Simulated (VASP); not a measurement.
TiSi:

```
Ti Si
1.0
     0.00000    2.61030    2.61030
     2.61030    0.00000    2.61030
     2.61030    2.61030    0.00000
Ti Si
1 1
Direct
  0.00000 0.00000 0.00000
  0.75000 0.75000 0.75000
```

The cell was built by a generator and needn't be a form met in nature.

- Program: VASP 6.6.1
- Task: relaxation of cell and atoms
- Functional: PBE
- Potentials or basis: VASP PAW PBE potentials, release 64 (Ti_sv, Si)
- Cutoff: 520 eV
- k mesh: 7 × 7 × 7
- Occupations: gaussian, width 0.15 eV
- Spin: no spin polarisation

At the start: pressure 31.5 GPa; volume 17.79 Å³/atom.

How do energy, volume and symmetry change on relaxing?

Over 4 steps the energy falls by 517.8 meV/atom and the volume is 24.18 Å³/atom (+35.9 %); space group F-43m (No. 216, to 0.05 Å).

Step by step:
```csv
step,energy change (eV),largest force (eV/Å),pressure (GPa),volume (Å³)
1,0.0000,0.0000,31.46,35.57
2,-0.1862,0.0000,-9.18,56.75
3,-0.9664,0.0000,5.69,44.58
4,-1.0355,0.0000,0.49,48.35
```

Final structure:
```
CELL_PARAMETERS angstrom
0.00000 2.89151 2.89151
2.89151 0.00000 2.89151
2.89151 2.89151 0.00000
ATOMIC_POSITIONS crystal
Ti 0.00000 0.00000 0.00000
Si 0.75000 0.75000 0.75000
```

Caveat: the volume moved by over 15 % at a fixed basis, so the end points are rough.
